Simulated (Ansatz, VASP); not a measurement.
## Sc in VASP and in Ansatz

File INCAR:

```
SYSTEM = Sc
  PREC = Accurate
  ENCUT = 520
  EDIFF = 1E-6
  ISMEAR = -1
  SIGMA = 0.1
  LREAL = .FALSE.
  LASPH = .TRUE.
  NELM = 60
  ALGO = Normal
  ISIF = 2
  LWAVE = .FALSE.
  LCHARG = .TRUE.
  GGA = CA
  LELF = .TRUE.
  LVHAR = .TRUE.
  NBANDS = 12
```

The input KPOINTS:

```
regular mesh
0
G
  15 15 15
  0 0 0
```

Contents of POSCAR:

```
Sc
1.0
    0.0000000000      1.9884668474      1.9884668474
    1.9884668474      0.0000000000      1.9884668474
    1.9884668474      1.9884668474      0.0000000000
Sc
1
Direct
    0.0000000000      0.0000000000      0.0000000000
```

Input for Ansatz:

```yaml
crystal:
  lattice:
    - [0.0, 1.9884668474, 1.9884668474]
    - [1.9884668474, 0.0, 1.9884668474]
    - [1.9884668474, 1.9884668474, 0.0]
  atoms:
    - { symbol: Sc, position: [0.0, 0.0, 0.0] }
kpoints:
  mp_grid: { grid: [15, 15, 15] }
scf:
  occupations: { method: fermi_dirac, width: 0.1 }
hamiltonian:
  xc: lda
  pseudopotentials: { kind: paw }
output:
  forces: true
  stress: true
  eigenvalues: true
  populations: true
```

Change from the starting cell: volume scaled by 0.7, PAW files.

Alike in both runs: task single point; functional LDA; k mesh 15 × 15 × 15; occupations fermi-dirac, width 0.1 eV; no spin polarisation.

|  | VASP | Ansatz |
| --- | --- | --- |
| version | VASP 6.6.1 | Ansatz 0.2.0 |
| potentials or method | VASP PAW LDA potentials, release 64 (Sc_sv) | PAW with Ansatz's default frozen-core files, scalar-relativistic |
| plane-wave cutoff (eV) | 520 | 420 |
| valence electrons in the cell | 11 | 11 |

Ansatz gave:

- pressure (GPa): 35.4

**Question.** What did VASP give for the same quantities?

**Answer.** Pressure (GPa): 35.8.

Caveats: so large a pressure means that the cell lies far from this level's equilibrium, or that cutoff or potentials fall short (VASP).
